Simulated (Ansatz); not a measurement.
The geometry is COD entry 1537360, unchecked; take it as a test cell. It differs from other determinations.

TaS2: DFT, PBE, all-electron LAPW, scalar-relativistic (Ansatz 0.2.0).

```yaml
crystal:
  lattice:
    - [3.3500021206, 0.0, 0.0]
    - [-1.6750010603, 2.9011869392, 0.0]
    - [0.0, 0.0, 5.86]
  atoms:
    - { symbol: Ta, position: [0.0, 0.0, 0.0] }
    - { symbol: S, position: [0.3333333333, 0.6666666667, 0.25] }
    - { symbol: S, position: [0.6666666667, 0.3333333333, 0.75] }
kpoints:
  mp_grid: { grid: [8, 8, 4] }
  band_path:
    path:
      - [0.0, 0.0, 0.0]
      - [0.5, 0.0, 0.0]
      - [0.3333333333, 0.3333333333, 0.0]
      - [0.0, 0.0, 0.0]
      - [0.0, 0.0, 0.5]
      - [0.5, 0.0, 0.5]
      - [0.3333333333, 0.3333333333, 0.5]
      - [0.0, 0.0, 0.5]
      - [0.5, 0.0, 0.5]
    npoints: 8
scf:
  occupations: { method: fermi_dirac, width: 0.02 }
hamiltonian:
  xc: pbe
  pseudopotentials: { kind: all_electron, lapw: { basis_error: 0.001 } }
output:
  forces: true
  stress: true
  eigenvalues: true
  fatbands: true
  populations: true
  dos: { projected: true, de: 0.2, e_range: [-14, 8] }
```

Output:

```
Ta: projections on atomic orbitals take those of the free atom 1s2 2s2 2p6 3s2 3p6 3d10 4s2 4p6 4d10 4f14 5s2 5p6 5d3 6s2, of charge +0.00 (hamiltonian.pseudopotentials.projection_atoms)
S: projections on atomic orbitals take those of the free atom 1s2 2s2 2p6 3s2 3p4, of charge +0.00 (hamiltonian.pseudopotentials.projection_atoms)
LAPW: plane waves up to 8.605 Å⁻¹, error target 1.0e-3 eV per atom; small_component_spin mean_spin; S in spheres of 1.036 Å, 14 of its electrons in bands, Dirac shells []; Ta in spheres of 1.390 Å, 43 of its electrons in bands, Dirac shells []
Engine: ansatz 0.2.0
Pseudopotentials: kind: all_electron
Pseudopotential: Ta, LAPW, valence charge 43, Koelling and Harmon's equation, gaussian nucleus
Pseudopotential: S, LAPW, valence charge 14, Koelling and Harmon's equation, gaussian nucleus
Functional definition: PBE
  parameter kappa = 0.804
  parameter beta = 0.06672455060314922
  exchange = pbe_x(kappa = kappa, mu = beta*pi^2/3)
  correlation = pbe_c(beta = beta)
Crystal: 3 atoms, lattice volume = 56.953 Å³
Basis set: ecut = 282.1183462539127 eV, 599 PW (Γ), exchange–correlation at level 2
Bands: 43, of which v1, the nominal top of the filled ones, is band 36 counted from 1 (35 counted from 0)
Symmetry: 12 space group operations
Space group: P-3m1 (ITA 164), of the structure as read, at distance tolerance 3.8e-5 Å
k-points: 35 of 256
Non-local potential: Ta, projectors of the file, none
Non-local potential: S, projectors of the file, none
Initial density: superposition of atomic densities (chi_scale 0.1, normalization cell, long waves kept (reshape's long-wave potential 0.18 eV rms))
Initial wavefunctions: plane waves of lowest kinetic energy (no species holds an atomic orbital)
Functional: x = pbe(κ = 0.804, μ = 0.2195149727645171), c = pbe(β = 0.06672455060314922)
iter 1 solved again at ethr=2.01e-3 eV; its pass at ethr=1.00e-1 eV (dr2=1.43e0 eV) is discarded
SCF iter   1: F=—  HF=-446297.982746 eV  |F-HF|=—  |Δ(HF+E_count)|=         —  Δρ=4.50e-2  dr2=1.43e0  ethr=2.01e-3  ⟨swp⟩=2.0  Hψ=9735  notcnv=0
preconditioner: auto → LDOS  [insulator: Δε(μ)=0.070 eV  Ē_g=16.971 eV  σ=0.020 eV  W_gap=0.66  n_scr=22 (ndim 8)  ℏωp=27.4 eV  f_vac=0.130  D(μ)=2.18/eV (n_scr^D=22)  ε∞_Penn≈3.6  β→1.0]
SCF iter   2: F=—  HF=-446297.579428 eV  |F-HF|=—  |Δ(HF+E_count)|=   4.03e-1  Δρ=2.27e-2  dr2=3.80e-1  ethr=2.01e-3  ⟨swp⟩=3.0  Hψ=4940  notcnv=0
SCF iter   3: F=—  HF=-446297.493741 eV  |F-HF|=—  |Δ(HF+E_count)|=   8.57e-2  Δρ=9.63e-3  dr2=8.97e-2  ethr=5.35e-4  ⟨swp⟩=3.0  Hψ=5011  notcnv=0
SCF iter   4: F=—  HF=-446297.431956 eV  |F-HF|=—  |Δ(HF+E_count)|=   6.18e-2  Δρ=6.29e-3  dr2=3.16e-2  ethr=1.26e-4  ⟨swp⟩=2.0  Hψ=4515  notcnv=0
SCF iter   5: F=—  HF=-446297.417709 eV  |F-HF|=—  |Δ(HF+E_count)|=         —  Δρ=1.84e-3  dr2=3.85e-3  ethr=4.46e-5  ⟨swp⟩=2.0  Hψ=4497  notcnv=0
the basis was enlarged: its passes take 535.5 KiB over the memory plan, 1 of 1 planned eigensolver slots
iter 6 solved again at ethr=3.47e-7 eV; its pass at ethr=5.42e-6 eV (dr2=2.46e-4 eV) is discarded
SCF iter   6: F=—  HF=-446297.417175 eV  |F-HF|=—  |Δ(HF+E_count)|=   5.34e-4  Δρ=4.31e-4  dr2=2.46e-4  ethr=3.47e-7  ⟨swp⟩=2.0  Hψ=7338  notcnv=0
SCF iter   7: F=—  HF=-446297.417148 eV  |F-HF|=—  |Δ(HF+E_count)|=   2.75e-5  Δρ=7.23e-5  dr2=5.77e-6  ethr=3.47e-7  ⟨swp⟩=2.0  Hψ=4264  notcnv=0
SCF iter   8: F=-446297.417148 eV  HF=-446297.417147 eV  |F-HF|=8.01e-8  |Δ(HF+E_count)|=   2.32e-7  Δρ=1.29e-5  dr2=7.86e-8  ethr=8.13e-9  ⟨swp⟩=2.2  Hψ=4272  notcnv=0
SCF 1 converged in 8 iterations: F = -446297.417148 eV  dr2 = 7.86e-8
NSCF: frozen V_eff on 65 k-points
SCF converged after 8 iterations
Free energy (F): -446297.417148 eV
Harris-Foulkes:  -446297.417147 eV  (|F-HF|=8.01e-8)
Internal energy: -446297.411725 eV  (E = F + TS)
E sigma→0 (E₀):  -446297.414436 eV
Entropy (-TS):   -0.005423 eV (-1.808 meV/atom)
Fermi energy:    13.278300 eV
--- Per-component energies (eV) ---
  E_band       = -6984.039483
  E_kinetic    = 495766.679217
  E_xc         = -10021.301445
  E_electrostatic = -932042.789497  (all electrons and nuclei)
  E_smearing   = -0.005423  (= −TS)
  E_closure    = 0.000000  (closes the sum)
  E_atoms      = -446276.534439  (free atoms, spherical and without spin; not in F)
  Σ components = -446297.417148   (vs F -446297.417148, Δ=0.00e0)
  Basis errors (estimates in eV, not in F): energy 4.8e-4 per atom: plane waves 4.3e-4 (2.5e-4 summed), levels above the bands 8.0e-186, relativity 2.7e-8, radial functions 4.7e-5, core shells 3.2e-8; eigenvalues (radial functions only) 1.8e-6; not estimated: angular momenta, meshes, grids; target (lapw.basis_error) 1.0e-3; muffin-tin radii S 1.036 Å, Ta 1.390 Å
--- Forces (eV/Å), atoms counted from 1 ---
  atom   1  Ta    -0.00000000     0.00000000     0.00000000
  atom   2  S      0.00000000     0.00000000     1.21352251
  atom   3  S     -0.00000000    -0.00000000    -1.21352251
  max |Σ_I F_I| component: 1.97e-31 eV/Å
--- Stress (GPa, compression-positive) ---
        7.601576       0.000000       0.000000
       -0.000000       7.601576       0.000000
        0.000000       0.000000      12.018030
  P = ⅓ Tr σ = 9.0737 GPa (90.737 kbar)
--- Band table (eV; the first three rows and the last of 35) ---
  k-point 0: bands = ["-382.8514", "-382.8514", "-382.8229", "-204.4138", "-204.4138", "-204.3893", "-204.3825", "-204.3825", "-192.6182", "-192.6182", "-137.3922", "-137.3922", "-137.3922", "-137.3922", "-137.3809", "-137.3809", "-55.4726", "-21.9886", "-21.9473", "-21.9473", "-7.3305", "-7.2976", "-7.2824", "-7.2824", "-7.2721", "-7.2608", "-7.2608", "-1.9211", "0.1698", "6.2553", "8.9721", "8.9721", "11.8945", "12.4382", "12.4382", "13.2751", "13.2751", "13.5232", "17.3280", "17.3280", "18.4158", "18.8100", "22.1249"]
  k-point 1: bands = ["-382.8514", "-382.8514", "-382.8229", "-204.4138", "-204.4138", "-204.3893", "-204.3825", "-204.3825", "-192.6182", "-192.6182", "-137.3922", "-137.3922", "-137.3922", "-137.3922", "-137.3809", "-137.3809", "-55.4726", "-21.9887", "-21.9473", "-21.9473", "-7.3305", "-7.2976", "-7.2824", "-7.2824", "-7.2721", "-7.2608", "-7.2608", "-1.8044", "-0.0662", "6.7688", "8.9863", "8.9863", "10.7534", "12.3684", "12.3684", "13.2607", "13.2607", "14.1589", "17.5296", "17.5296", "18.4658", "19.5406", "22.2473"]
  k-point 2: bands = ["-382.8514", "-382.8514", "-382.8229", "-204.4138", "-204.4138", "-204.3893", "-204.3825", "-204.3825", "-192.6182", "-192.6182", "-137.3922", "-137.3922", "-137.3922", "-137.3922", "-137.3809", "-137.3809", "-55.4726", "-21.9888", "-21.9473", "-21.9473", "-7.3305", "-7.2976", "-7.2824", "-7.2824", "-7.2721", "-7.2608", "-7.2608", "-1.6556", "-0.3249", "7.5020", "9.0008", "9.0008", "9.6794", "12.3012", "12.3012", "13.2459", "13.2459", "14.4824", "17.7454", "17.7454", "18.6716", "20.3403", "22.3218"]
  k-point 34: bands = ["-382.8514", "-382.8514", "-382.8229", "-204.4138", "-204.4138", "-204.3893", "-204.3825", "-204.3825", "-192.6182", "-192.6182", "-137.3922", "-137.3922", "-137.3922", "-137.3922", "-137.3809", "-137.3809", "-55.4580", "-22.1950", "-22.1129", "-21.9220", "-7.3177", "-7.3077", "-7.2838", "-7.2785", "-7.2677", "-7.2652", "-7.2613", "0.0802", "0.3945", "7.0843", "7.7156", "8.4087", "9.2530", "9.5571", "10.1086", "13.8208", "15.0926", "15.1375", "17.6005", "19.0231", "20.0392", "20.8655", "21.9125"]
--- Löwdin populations: 3 sites ---
  site symbol       q [e]
     0     Ta     72.4449
     1      S     16.1831
     2      S     16.1831
  spilling = 0.001799 (of n_electrons = 105.000000)
```

populations.tsv:

```
# site	symbol	l	j	q
# orbitals = lowdin
# n_electrons = 105.000000
# spilling = 0.001799
# projection_atom_Ta: 1s2 2s2 2p6 3s2 3p6 3d10 4s2 4p6 4d10 4f14 5s2 5p6 5d3 6s2
# projection_atom_S: 1s2 2s2 2p6 3s2 3p4
0	Ta	0_1S	-	2.000000
0	Ta	0_2S	-	1.999989
0	Ta	0_3S	-	1.999860
0	Ta	0_4S	-	1.998528
0	Ta	0_5S	-	1.972611
0	Ta	0_6S	-	0.585123
0	Ta	1_2P	-	6.000000
0	Ta	1_3P	-	6.000000
0	Ta	1_4P	-	5.999976
0	Ta	1_5P	-	5.996248
0	Ta	2_3D	-	10.000000
0	Ta	2_4D	-	9.999952
0	Ta	2_5D	-	3.893673
0	Ta	3_4F	-	13.998987
1	S	0_1S	-	1.999909
1	S	0_2S	-	1.993584
1	S	0_3S	-	1.756610
1	S	1_2P	-	5.999090
1	S	1_3P	-	4.433872
2	S	0_1S	-	1.999909
2	S	0_2S	-	1.993584
2	S	0_3S	-	1.756610
2	S	1_2P	-	5.999090
2	S	1_3P	-	4.433872
```

Spin polarisation is left out, and whether a magnetic state lies lower isn't shown here.
